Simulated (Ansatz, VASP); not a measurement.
**Al2O3: VASP beside Ansatz**

INCAR

```
SYSTEM = Al2O3
ALGO     = Normal         ! electronic algorithm
EDIFF    = 1E-6           ! SCF threshold, eV
ENCUT    = 520            ! plane-wave cutoff, eV
GGA      = CA             ! functional
ISIF     = 2              ! what is computed and relaxed
ISMEAR   = 0              ! smearing method
LASPH    = .TRUE.         ! aspherical terms in the spheres
LCHARG   = .TRUE.         ! write CHGCAR
LELF     = .TRUE.         ! ELF
LREAL    = .FALSE.        ! projectors in reciprocal space
LVHAR    = .TRUE.       
LWAVE    = .FALSE.        ! write WAVECAR
NBANDS   = 20             ! bands
NELM     = 100            ! most SCF steps
PREC     = Accurate       ! precision mode
SIGMA    = 0.05           ! smearing width, eV
```

The input KPOINTS:

```
k-points
0
G
  12 12 4
  0 0 0
```

Contents of POSCAR:

```
Al2O3
1.0
    2.9238411594      0.0000000000      0.0000000000
   -1.4619205797      2.5321207207      0.0000000000
    0.0000000000      0.0000000000      9.0860842574
Al O
2 3
Direct
    0.0000000000      0.0000000000      0.1499923300
    0.0000000000      0.0000000000      0.8500076700
    0.3333333333      0.6666666667      0.2223169200
    0.6666666667      0.3333333333      0.0000000000
    0.3333333333      0.6666666667      0.7776830800
```

Input for Ansatz:

```yaml
crystal:
  lattice:
    - [2.9238411594, 0.0, 0.0]
    - [-1.4619205797, 2.5321207207, 0.0]
    - [0.0, 0.0, 9.0860842574]
  atoms:
    - { symbol: Al, position: [0.0, 0.0, 0.14999233] }
    - { symbol: Al, position: [0.0, 0.0, 0.85000767] }
    - { symbol: O, position: [0.3333333333, 0.6666666667, 0.22231692] }
    - { symbol: O, position: [0.6666666667, 0.3333333333, 0.0] }
    - { symbol: O, position: [0.3333333333, 0.6666666667, 0.77768308] }
basis:
  ecutwfc: 420
kpoints:
  mp_grid: { grid: [12, 12, 4] }
hamiltonian:
  xc: lda
scf:
  occupations: { method: gaussian, width: 0.05 }
output:
  forces: true
  stress: true
  eigenvalues: true
```

Alike in both runs: task single point; functional LDA; k mesh 12 × 12 × 4; occupations gaussian, width 0.05 eV; no spin polarisation.

```csv
,VASP,Ansatz
version,VASP 6.6.1,Ansatz 0.2.0
potentials or method,"VASP PAW LDA potentials, release 64 (Al, O)","scalar-relativistic, plane waves, PAW"
plane-wave cutoff (eV),520,420
valence electrons in the cell,24,24
```

```csv
,VASP,Ansatz,Ansatz less VASP
gap on the k mesh at the Fermi level (eV),4.35,4.37,+0.020
least direct gap on the mesh (eV),4.59,4.61,+0.015
pressure (GPa),-8.2,-8.8,-0.53
largest component of the traceless stress (GPa),7.72,8.20,+0.481
rms of the force components (eV/Å),0.267,0.272,+0.0053
```

Atom by atom the forces differ by 0.008 eV/Å (rms over components).

A k mesh can miss the band edges. As with any semilocal functional, this LDA gap is likely too small.
